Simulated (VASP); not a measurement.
The system is Ge.

```
Ge
1.0
    -0.02821    2.10200    2.11346
     2.07162   -0.03255    2.11780
     2.04296    2.07768   -0.00389
Ge
1
Direct
  0.00000 0.00000 0.00000
```

This isn't the form of Ge at room conditions, which is diamond.

```yaml
Program: VASP 6.6.1
Task: relaxation of cell and atoms
Functional: BLYP
Potentials_or_basis: VASP PAW PBE potentials, release 64 (Ge_d)
Cutoff: 600 eV
k_mesh: 11 × 11 × 11
Occupations: fermi-dirac, width 0.05 eV
Spin: no spin polarisation
```

At the start: pressure 11.8 GPa; volume 18.47 Å³/atom.

Task: How do energy, volume and symmetry change on relaxing?

Result: Over 11 steps the energy falls by 105.4 meV/atom and the volume is 21.77 Å³/atom (+17.8 %); space group I4/mmm (No. 139, to 0.05 Å).

Step by step:
```csv
step,energy change (eV),largest force (eV/Å),pressure (GPa),volume (Å³)
1,0.0000,0.0000,11.82,18.47
2,-0.1026,0.0000,-1.12,22.36
3,-0.1047,0.0000,0.18,21.77
4,-0.1047,0.0000,-0.24,21.86
5,-0.1051,0.0000,0.30,21.76
6,-0.1051,0.0000,0.06,21.75
7,-0.1052,0.0000,0.32,21.73
8,-0.1054,0.0000,-0.24,21.79
9,-0.1054,0.0000,-0.02,21.79
10,-0.1054,0.0000,-0.01,21.78
11,-0.1054,0.0000,0.01,21.77
```

Final structure:
```
Ge
1.0
     0.00060    2.20805    2.24181
     2.19821   -0.00006    2.24202
     2.19893    2.20843   -0.00031
Ge
1
Direct
  0.00000 0.00000 0.00000
```

Caveat: the volume moved by over 15 % at a fixed basis, so the end points are rough; the PAW data sets were made with another functional, which shifts forces and pressure a little.
